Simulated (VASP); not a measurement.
Here is a VASP 6.6.1 calculation.

INCAR

```
SYSTEM = Cu
ALGO = Normal
EDIFF = 1E-6
EDIFFG = -0.01
ENCUT = 600
GGA = RP
IBRION = 2
ISIF = 3
ISMEAR = 1
LASPH = .True.
LCHARG = .False.
LREAL = .False.
LWAVE = .False.
NELM = 80
NSW = 90
PREC = Accurate
SIGMA = 0.1
```

KPOINTS

```
k-points
0
Gamma
  18 18 18
  0 0 0
```

Contents of POSCAR:

```
Cu
1.0
    0.0000000000      1.8075000000      1.8075000000
    1.8075000000      0.0000000000      1.8075000000
    1.8075000000      1.8075000000      0.0000000000
Cu
1
Direct
    0.0000000000      0.0000000000      0.0000000000
```

Potentials or basis: VASP PAW PBE potentials, release 64 (Cu).

Run with:

```sh
$ cat potpaw_PBE.64/Cu/POTCAR > POTCAR
$ mpirun -np 1 vasp_std > vasp.out
```

(1) Estimate the space group after relaxing (to 0.05 Å).

(2) Predict the relaxed volume.

(3) Predict the band gap on the k mesh.

## Answers

(1) Fm-3m (No. 225).

(2) 12.46 Å³/atom.

(3) none (metal or under the smearing width).

Caveat: the PAW data sets were made with another functional, which shifts forces and pressure a little.
